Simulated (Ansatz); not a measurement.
**SrO: energy against volume in PBE, exact exchange and the RPA**

One table from this session's results is given with a row withheld; the runs are named, their logs left out.

Code: Ansatz 0.2.0. PBE orbitals, norm-conserving pseudopotentials, plane waves. Spin-unpolarised throughout; all numbers are computed.

## The structure to begin with

The cell was relaxed beforehand with r2SCAN; volume changes: +0 %, -5 %, +5 %, -10 %, +10 %.

The symmetry is Fm-3m (No. 225, cubic); a = 5.160 Å in the conventional setting, 17.17 Å³ an atom. Near Sr stand 6 O at 2.58 Å; near O stand 6 Sr at 2.58 Å.

As a file:

```cif
data_structure
_symmetry_space_group_name_H-M 'P 1'
_symmetry_Int_Tables_number 1
_cell_length_a 3.6485
_cell_length_b 3.6485
_cell_length_c 3.6485
_cell_angle_alpha 60.000
_cell_angle_beta 60.000
_cell_angle_gamma 60.000
_cell_volume 34.34
loop_
_atom_site_label
_atom_site_type_symbol
_atom_site_fract_x
_atom_site_fract_y
_atom_site_fract_z
_atom_site_occupancy
Sr1 Sr 0.50000 0.50000 0.50000 1
O1 O 0.00000 0.00000 0.00000 1
```

Set-up of the first run:

Input file input.yaml:

```yaml
crystal:
  lattice:
    - [0.0, 2.5798930278, 2.5798930278]
    - [2.5798930278, 0.0, 2.5798930278]
    - [2.5798930278, 2.5798930278, 0.0]
  atoms:
    - { symbol: Sr, position: [0.5, 0.5, 0.5] }
    - { symbol: O, position: [0.0, 0.0, 0.0] }
kpoints:
  mp_grid: { grid: [4, 4, 4] }
hamiltonian:
  xc: pbe
  pseudopotentials: { kind: nc }
scf:
  occupations: { method: fixed }
output:
  rpa_energy:
    ecut_chi_ladder: [263, 295, 327, 362, 398]
    long_wavelength: optical_limit
basis:
  ecutwfc: 1240.0
```

Among the steps run: The unscaled cell; Volume -5 %; Volume +5 %; Volume -10 %; Volume +10 %.

One of the session's tables, all rows but one given; the rest of the session is left out.

Energies in meV/atom from the unscaled cell:

```
volume (Å³/atom)   PBE  exact exchange  EXX+RPA  RPA correlation
          15.454  79.0           105.7     55.1            -50.6
          16.313  23.1            33.7     12.8            -20.9
          17.171   0.0             0.0      0.0              0.0
          18.030     ?               ?        ?                ?
          18.889  22.7            14.1     47.0             32.9
```

Q: Estimate the row for volume (Å³/atom) = 18.030 from the others.

Worked estimate for «PBE». A straight line through the neighbours (17.171, 0.0) and (18.889, 22.7) gives 0.0 + (22.7 − 0.0) × (18.030 − 17.171) / (18.889 − 17.171) = 11.4; a parabola fitted to 3 rows on both sides gives -0.1.

**Answer.** PBE: 1.8; exact exchange: -4.3; EXX+RPA: 14.1; RPA correlation: 18.4. In «PBE» the line misses by +9.6 and the parabola by -1.9.
